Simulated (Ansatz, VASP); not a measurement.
# Two plane-wave programs on CdTe

INCAR

```
PREC = Accurate
ENCUT = 520
EDIFF = 1E-6
ISMEAR = -1
SIGMA = 0.2
LREAL = False
LASPH = True
NELM = 100
ALGO = Normal
ISIF = 2
LWAVE = False
LCHARG = False
GGA = CA
NBANDS = 16
```

File KPOINTS:

```
regular mesh
0
Gamma
  8 8 8
```

POSCAR

```
CdTe
1.0
    0.0000000000      2.8554741353      4.0376404273
    2.8554741353      0.0000000000      4.0376404273
    2.8554741353      2.8554741353      0.0000000000
Cd Te
1 1
Direct
    0.0000000000      0.0000000000      0.0000000000
    0.7500000000      0.7500000000      0.7500000000
```

Input for Ansatz:

```yaml
crystal:
  lattice:
    - [0.0, 2.8554741353, 4.0376404273]
    - [2.8554741353, 0.0, 4.0376404273]
    - [2.8554741353, 2.8554741353, 0.0]
  atoms:
    - { symbol: Cd, position: [0.0, 0.0, 0.0] }
    - { symbol: Te, position: [0.75, 0.75, 0.75] }
basis:
  ecutwfc: 420
kpoints:
  mp_grid: { grid: [8, 8, 8] }
hamiltonian:
  xc: lda
scf:
  occupations: { method: fermi_dirac, width: 0.2 }
output:
  forces: true
  stress: true
  eigenvalues: true
```

Alike in both runs: task single point; functional LDA; k mesh 8 × 8 × 8; occupations fermi-dirac, width 0.2 eV; no spin polarisation.

```csv
,VASP,Ansatz
version,VASP 6.6.1,Ansatz 0.2.0
potentials or method,"VASP PAW LDA potentials, release 64 (Cd, Te)","scalar-relativistic, plane waves, PAW"
plane-wave cutoff (eV),520,420
valence electrons in the cell,18,36
```

Ansatz gave:

* gap on the k mesh at the Fermi level (eV): none
* pressure (GPa): -1.5
* largest component of the traceless stress (GPa): 6.74

Estimate VASP's values.

gap on the k mesh at the Fermi level (eV): none; pressure (GPa): -1.3; largest component of the traceless stress (GPa): 6.71.

A gap of «none» marks a metal or a gap that the smearing closes. The two sets of potentials don't hold the same shells in valence.

The runs have no spin-orbit coupling, so splittings on Te are missing.
